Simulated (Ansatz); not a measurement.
## Se started on a Si site in diamond Si, 216 atoms, charge 0

All numbers come from Ansatz (PAW, plane waves, no spin–orbit coupling) at the single k point (¼, ¼, ¼) without its symmetry partners. The atoms were relaxed with PBEsol in a fixed cell; other functionals are single points on those atoms unless said otherwise. The valence top and gap of the host come from its small cell on a dense mesh, with the band extrema sought between the mesh points, lined up by the mean potential, PBEsol gap 0.46 eV, HSE06 gap 1.13 eV.

Cell: a = 16.298 Å, b = 16.298 Å, c = 16.298 Å, α = 90.00°, β = 90.00°, γ = 90.00°.

Nearest atoms after relaxation, from the placed atom (for vacancies from the middle of the vacant sites): Si at 2.50 Å, Si at 2.55 Å, Si at 2.55 Å, Si at 2.55 Å.

Chemical potentials μ are those of reference phases of the elements at zero temperature by the same functional (the usual solids, diamond for C, grey Sn, and the molecules H2, N2, O2, F2, Cl2, Br2 and S8).

```
functional  E(defect) − E(host) − Σ nμ + q·E_VBM (eV)  monopole (eV)  alignment (eV)  formation energy at E_F = VBM (eV)  moment (μB)             wall time, shared host
    PBEsol                                       1.09           0.00            0.00                                1.09  0 (no spin)  14 s on NVIDIA GB200 (relaxation)
     HSE06                                       1.58           0.00            0.00                                1.58  0 (no spin)            3.7 min on NVIDIA GB200
```

HSE06 one-electron levels near the gap (the ten most localised at most), from the host's valence top:

| level (eV) | spin | filling | atoms sharing it | element of the atom with most weight |
| --- | --- | --- | --- | --- |
| -0.19 | both | 2.00 | 210.8 | spread |
| -0.19 | both | 2.00 | 210.8 | spread |
| 0.90 | both | 2.00 | 31.1 | Si |
| 1.33 | both | 0.00 | 211.7 | spread |
| 1.33 | both | 0.00 | 211.8 | spread |
| 1.38 | both | 0.00 | 196.8 | spread |

The runs had no spin polarisation though PBEsol leaves holes or close levels at the Fermi level; a state of higher spin may be lower.

One k point and a cell of this size can leave errors of several tenths of an eV in such numbers.

Selenium brings two more valence electrons than the silicon it replaces, and the HSE06 levels show where they go: a filled state at 0.90 eV, high in the gap and far less spread out than the band states around it. Its position and extent fit the antibonding, fully symmetric combination of Se s and neighbouring Si hybrids expected for a chalcogen double donor, though it lies too near the conduction edge to settle the donor depth. Filling such a state also explains why the listed Se–Si distances, 2.50 to 2.55 Å, are well beyond a normal single bond, which atomic size alone would not.

The one shorter distance is probably not a Jahn–Teller effect, since a filled non-degenerate level gives no drive for one; the k point singles out one bond axis and may cause it. The higher HSE06 formation energy may partly reflect the cost of holding two electrons high in a wider gap. In equilibrium with silicon, selenide formation would keep selenium's chemical potential below its elemental value, making incorporation costlier than listed.
